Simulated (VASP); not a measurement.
# KCl (Sylvite) (Fm-3m) in VASP: settings compared, part 2 of 2

VASP 6.6.1. The steps go on from the part before.

## 3. Single point, PBE

Input file INCAR:

```
ALGO = Normal ; EDIFF = 1E-6
ENCUT = 520 ; GGA = PE
ISIF = 2 ; ISMEAR = 0
LASPH = True ; LCHARG = True
LELF = True ; LREAL = False
LVHAR = True ; LWAVE = False
NBANDS = 15 ; NELM = 100
PREC = Accurate ; SIGMA = 0.01
```

Input file KPOINTS:

```
k-points
0
Gamma
  4 4 4
```

Input file POSCAR:

```
KCl
1.0
    0.0000000000      3.1448470504      3.1448470504
    3.1448470504      0.0000000000      3.1448470504
    3.1448470504      3.1448470504      0.0000000000
K Cl
1 1
Direct
    0.0000000000      0.0000000000      0.0000000000
    0.5000000000      0.5000000000      0.5000000000
```

Potentials or basis: VASP PAW PBE potentials, release 64 (K_sv, Cl).

Started as:

```console
$ cat potpaw_PBE.64/K_sv/POTCAR potpaw_PBE.64/Cl/POTCAR > POTCAR
$ mpirun -np 1 vasp_std > vasp.out
```

OUTCAR:

```text
EDIFF = 1E-6
   ENCUT = 520
   GGA = PE
   ISIF = 2
   ISMEAR = 0
   LASPH = True
   LREAL = False
   NELM = 100
   PREC = Accurate

 ion  position               nearest neighbor table
   1  0.000  0.000  0.000-   2 3.14   2 3.14   2 3.14   2 3.14   2 3.14   2 3.14
   2  0.500  0.500  0.500-   1 3.14   1 3.14   1 3.14   1 3.14   1 3.14   1 3.14

  LATTYP: Found a face centered cubic cell.
 ALAT       =     6.2896941008

  Lattice vectors:

 A1 = (   0.0000000000,   3.1448470504,   3.1448470504)
 A2 = (   3.1448470504,   0.0000000000,   3.1448470504)
 A3 = (   3.1448470504,   3.1448470504,   0.0000000000)

Analysis of symmetry for initial positions (statically):
=====================================================================
 Subroutine PRICEL returns:
 Original cell was already a primitive cell.

 Routine SETGRP: Setting up the symmetry group for a
 face centered cubic supercell.

 Subroutine GETGRP returns: Found 48 space group operations
 (whereof 48 operations were pure point group operations)
 out of a pool of 48 trial point group operations.

The static configuration has the point symmetry O_h .

Analysis of symmetry for dynamics (positions and initial velocities):
[... 159 lines left out ...]
      8      -1.8356      2.00000
      9       3.3565      0.00000
     10       6.5457      0.00000
     11       6.5457      0.00000
     12       6.5457      0.00000
     13       7.4231      0.00000
     14       7.4231      0.00000
[... 113 lines left out ...]
      2     -13.9510      2.00000
      3     -12.5903      2.00000
      4     -12.5903      2.00000
      5     -12.4015      2.00000
      6      -2.3234      2.00000
      7      -2.3095      2.00000
      8      -2.3095      2.00000
      9       6.2054      0.00000
     10       6.2054      0.00000
     11       7.6392      0.00000
     12       8.0400      0.00000
     13       9.8848      0.00000
     14       9.9134      0.00000
     15      10.2391      0.00000

------------------------ aborting loop because EDIFF is reached ----------------------------------------

  FORCE on cell =-STRESS in cart. coord.  units (eV):
  Direction    XX          YY          ZZ          XY          YZ          ZX
  --------------------------------------------------------------------------------------
  -------------------------------------------------------------------------------------
  Total        0.3179522      0.3179522      0.3179522     -0.0000000      0.0000000      0.0000000
  in kB        8.1892447      8.1892447      8.1892447     -0.0000000      0.0000000      0.0000000
  external PRESSURE =       8.1892447 kB  Pullay stress =       0.0000000 kB

 VOLUME and BASIS-vectors are now :
 -----------------------------------------------------------------------------
  energy-cutoff  :      520.00
  volume of cell :       62.21
      direct lattice vectors                 reciprocal lattice vectors
     0.000000000  3.144847050  3.144847050    -0.158990244  0.158990244  0.158990244
     3.144847050  0.000000000  3.144847050     0.158990244 -0.158990244  0.158990244
     3.144847050  3.144847050  0.000000000     0.158990244  0.158990244 -0.158990244

 POSITION                                       TOTAL-FORCE (eV/Angst)
 -----------------------------------------------------------------------------------
      0.00000      0.00000      0.00000         0.000000      0.000000     -0.000000
      3.14485      3.14485      3.14485        -0.000000     -0.000000      0.000000
 -----------------------------------------------------------------------------------
    total drift:                                0.000000      0.000000      0.000000

  FREE ENERGIE OF THE ION-ELECTRON SYSTEM (eV)
  ---------------------------------------------------
  free  energy   TOTEN  =        -6.8032055820 eV

  energy  without entropy=       -6.8032055820  energy(sigma->0) =       -6.80320558
```

stdout:

```text
POSCAR found type information on POSCAR K Cl
 POSCAR found :  2 types and       2 ions
 scaLAPACK will be used
 LDA part: xc-table for (Slater+PW92), standard interpolation
 POSCAR, INCAR and KPOINTS ok, starting setup
 FFT: planning ... GRIDC
 FFT: planning ... GRID_SOFT
 FFT: planning ... GRID
 WAVECAR not read
 entering main loop
```

Wall time 10 s (1 thread of Intel Xeon Platinum 8259CL at 2.50GHz (Skylake/Cascade Lake), shared host); peak memory 0.2 GiB.

Results:

- Free energy: -6.8032 eV
- Pressure: 0.8 GPa
- Band gap on the k mesh: 5.19 eV, direct

Levels at points of the mesh, in eV from the valence-band top:
| k point | band 6 | band 7 | band 8 | band 9 | band 10 | band 11 |
| --- | --- | --- | --- | --- | --- | --- |
| (0.00, 0.00, 0.00) | 0.00 | 0.00 | 0.00 | 5.19 | 8.38 | 8.38 |
| (0.50, 0.00, 0.00) | -1.06 | -0.33 | -0.33 | 7.60 | 8.61 | 10.53 |
| (0.50, 0.50, 0.00) | -0.66 | -0.22 | -0.22 | 6.53 | 8.36 | 10.08 |

Caveat: the k points lie up to 0.43 Å⁻¹ apart. Expect the measured gap to be larger: semilocal functionals such as PBE lack the derivative discontinuity.

## 4. Single point, LDA

This run uses another cell than the first one, of 28.05 Å³/atom, 0.902 times its volume.

Input file INCAR:

```
SYSTEM = KCl
PREC = Accurate
ENCUT = 520
EDIFF = 1E-6
ISMEAR = -1
SIGMA = 0.02
LREAL = .FALSE.
LASPH = .TRUE.
NELM = 80
ALGO = Normal
ISIF = 2
LWAVE = .FALSE.
LCHARG = .FALSE.
NBANDS = 15
```

Input file KPOINTS:

```
Automatic mesh
0
G
  6 6 6
  0 0 0
```

Input file POSCAR:

```
KCl
1.0
    0.0000000000      3.0383730028      3.0383730028
    3.0383730028      0.0000000000      3.0383730028
    3.0383730028      3.0383730028      0.0000000000
K Cl
1 1
Direct
    0.0000000000      0.0000000000      0.0000000000
    0.5000000000      0.5000000000      0.5000000000
```

Potentials or basis: VASP PAW LDA potentials, release 64 (K_sv, Cl).

Started as:

```console
$ cat potpaw_LDA.64/K_sv/POTCAR potpaw_LDA.64/Cl/POTCAR > POTCAR
$ mpirun -np 1 vasp_std > vasp.out
```

Wall time 7 s (1 thread of Intel Xeon Platinum 8259CL at 2.50GHz (Skylake/Cascade Lake), shared host); peak memory 0.15 GiB.

The run converged. Its results:

| Item | Value |
| --- | --- |
| Free energy | -7.4078 eV |
| Pressure | 0.1 GPa |
| Band gap on the k mesh | 5.11 eV, direct |

Levels at points of the mesh, in eV from the valence-band top:
```tsv
k point	band 5	band 6	band 7	band 8	band 9	band 10	band 11	band 12
(0.00, 0.00, 0.00)	-10.30	0.00	0.00	0.00	5.11	8.11	8.11	8.11
(0.50, 0.00, 0.00)	-9.98	-1.34	-0.44	-0.44	7.48	8.66	10.61	10.61
(0.50, 0.50, 0.00)	-10.39	-0.76	-0.25	-0.25	6.04	8.46	10.23	10.28
```

## 5. Single point, PBEsol

This run uses another cell than the first one, of 30.42 Å³/atom, 0.978 times its volume.

Input file INCAR:

```
PREC     = Accurate       # precision mode
ENCUT    = 520            # plane-wave cutoff, eV
EDIFF    = 1E-6           # SCF threshold, eV
ISMEAR   = -1             # smearing method
SIGMA    = 0.02           # smearing width, eV
LREAL    = False          # projectors in reciprocal space
LASPH    = True           # aspherical terms in the spheres
NELM     = 100            # most SCF steps
ALGO     = Normal         # electronic algorithm
ISIF     = 2              # what is computed and relaxed
LWAVE    = False          # write WAVECAR
LCHARG   = False          # write CHGCAR
GGA      = PS             # functional
NBANDS   = 15             # bands
```

Input file KPOINTS:

```
Automatic mesh
0
Gamma
  6 6 6
```

Input file POSCAR:

```
KCl
1.0
    0.0000000000      3.1216036878      3.1216036878
    3.1216036878      0.0000000000      3.1216036878
    3.1216036878      3.1216036878      0.0000000000
K Cl
1 1
Direct
    0.0000000000      0.0000000000      0.0000000000
    0.5000000000      0.5000000000      0.5000000000
```

Potentials or basis: VASP PAW PBE potentials, release 64 (K_sv, Cl).

Started as:

```console
$ cat potpaw_PBE.64/K_sv/POTCAR potpaw_PBE.64/Cl/POTCAR > POTCAR
$ mpirun -np 1 vasp_std > vasp.out
```

OUTCAR:

```text
PREC = Accurate
   ENCUT = 520
   EDIFF = 1E-6
   ISMEAR = -1
   LREAL = False
   LASPH = True
   NELM = 100
   ISIF = 2
   GGA = PS

 ion  position               nearest neighbor table
   1  0.000  0.000  0.000-   2 3.12   2 3.12   2 3.12   2 3.12   2 3.12   2 3.12
   2  0.500  0.500  0.500-   1 3.12   1 3.12   1 3.12   1 3.12   1 3.12   1 3.12

  LATTYP: Found a face centered cubic cell.
 ALAT       =     6.2432073756

  Lattice vectors:

[... 463 lines left out ...]

------------------------ aborting loop because EDIFF is reached ----------------------------------------

  FORCE on cell =-STRESS in cart. coord.  units (eV):
  Direction    XX          YY          ZZ          XY          YZ          ZX
  --------------------------------------------------------------------------------------
  -------------------------------------------------------------------------------------
  Total        0.0180390      0.0180390      0.0180390      0.0000000      0.0000000      0.0000000
  in kB        0.4750728      0.4750728      0.4750728      0.0000000      0.0000000      0.0000000
  external PRESSURE =       0.4750728 kB  Pullay stress =       0.0000000 kB

 VOLUME and BASIS-vectors are now :
 -----------------------------------------------------------------------------
  energy-cutoff  :      520.00
  volume of cell :       60.84
      direct lattice vectors                 reciprocal lattice vectors
     0.000000000  3.121603688  3.121603688    -0.160174080  0.160174080  0.160174080
     3.121603688  0.000000000  3.121603688     0.160174080 -0.160174080  0.160174080
     3.121603688  3.121603688  0.000000000     0.160174080  0.160174080 -0.160174080

 POSITION                                       TOTAL-FORCE (eV/Angst)
 -----------------------------------------------------------------------------------
      0.00000      0.00000      0.00000         0.000000     -0.000000     -0.000000
      3.12160      3.12160      3.12160        -0.000000      0.000000      0.000000
 -----------------------------------------------------------------------------------
    total drift:                                0.000000      0.000000      0.000000

  FREE ENERGIE OF THE ION-ELECTRON SYSTEM (eV)
  ---------------------------------------------------
  free  energy   TOTEN  =        -7.0231832678 eV

  energy  without entropy=       -7.0231832678  energy(sigma->0) =       -7.02318327
```

stdout:

```text
POSCAR found type information on POSCAR K Cl
 POSCAR found :  2 types and       2 ions
 scaLAPACK will be used
 -----------------------------------------------------------------------------
|                                                                             |
|                                                                             |
|     You enforced a specific xc type in the INCAR file but a different       |
|     I HOPE YOU KNOW WHAT YOU ARE DOING!                                     |
|                                                                             |
 -----------------------------------------------------------------------------

 LDA part: xc-table for (Slater+PW92), standard interpolation
 POSCAR, INCAR and KPOINTS ok, starting setup
 FFT: planning ... GRIDC
 FFT: planning ... GRID_SOFT
 FFT: planning ... GRID
 WAVECAR not read
 entering main loop
```

It took 14 s on 1 thread of Intel Xeon Platinum 8259CL at 2.50GHz (Skylake/Cascade Lake), shared host; peak memory 0.2 GiB.

What came out:

```
Free energy            : -7.0232 eV
Pressure               : 0.0 GPa
Band gap on the k mesh : 5.10 eV, direct
```

Caveat: the PAW data sets were made with another functional, which shifts forces and pressure a little.

## 6. The runs side by side

```csv
level,potentials or basis,cell,k mesh,smearing,gap on the mesh (eV),pressure (GPa)
PBE,"VASP PAW PBE potentials, release 64 (K_sv, Cl)","a = 4.447 Å, angles 60.0°, 2 atoms",4 × 4 × 4,gaussian 0.01 eV,5.19,0.8
LDA,"VASP PAW LDA potentials, release 64 (K_sv, Cl)","a = 4.297 Å, angles 60.0°, 2 atoms",6 × 6 × 6,fermi-dirac 0.02 eV,5.11,0.1
PBEsol,"VASP PAW PBE potentials, release 64 (K_sv, Cl)","a = 4.415 Å, angles 60.0°, 2 atoms",6 × 6 × 6,fermi-dirac 0.02 eV,5.10,0.0
```

Alike in all rows: task single point; no spin polarisation; cutoff (eV) 520.

Caveats: some runs use coarse meshes; the PAW data sets were made with another functional, which shifts forces and pressure a little (some runs).

Total energies depend on the potentials used, so only differences within one code and one set of settings carry meaning.

## 7. Against experiment

Step 4. A measured gap of KCl is 8.68 eV (a printed reference work, monograph); the calculated 5.11 eV misses it by -3.57 eV. The value is that of LDA, without temperature or zero-point motion. Semilocal functionals fall short of measured gaps as a rule.

Step 5. Measured gap of KCl: 8.68 eV (a printed reference work, monograph). This calculation gives 5.10 eV (-3.58 eV). The value is that of PBEsol, without temperature or zero-point motion. Semilocal functionals fall short of measured gaps as a rule.
